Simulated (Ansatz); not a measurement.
The system is CdSe.

```
Cd Se
1.0
     0.00000    3.07027    3.07027
     3.07027    0.00000    3.07027
     3.07027    3.07027    0.00000
Cd Se
1 1
Direct
  0.00000 0.00000 0.00000
  0.25000 0.25000 0.25000
```

Measurements of this composition are mostly on another form, of space group No. 186.

Base run:

- Program: Ansatz 0.2.0
- Functional: revPBE
- Potentials or basis: Ansatz PAW
- Cutoff: 420 eV (not typed: the program's choice for these potentials)
- k mesh: 8 × 8 × 8
- Occupations: fermi-dirac, width 0.05 eV
- Spin: no spin polarisation

Its results: band gap on the k mesh 0.68 eV, direct; pressure 2.7 GPa.

After a change of settings the same cell gave: band gap on the k mesh 0.73 eV, direct; pressure 3.2 GPa. Which change was it?
A. functional from revPBE to RPBE
B. functional from revPBE to PBEsol
C. functional from revPBE to PBEsol; occupations from fermi-dirac, width 0.05 eV to gaussian, width 0.02 eV
D. functional from revPBE to PBE; occupations from fermi-dirac, width 0.05 eV to gaussian, width 0.026 eV

A.

Caveats: the PAW data sets come from PBE, with cores solved anew for the run's functional, which leaves a small shift of forces and pressure.
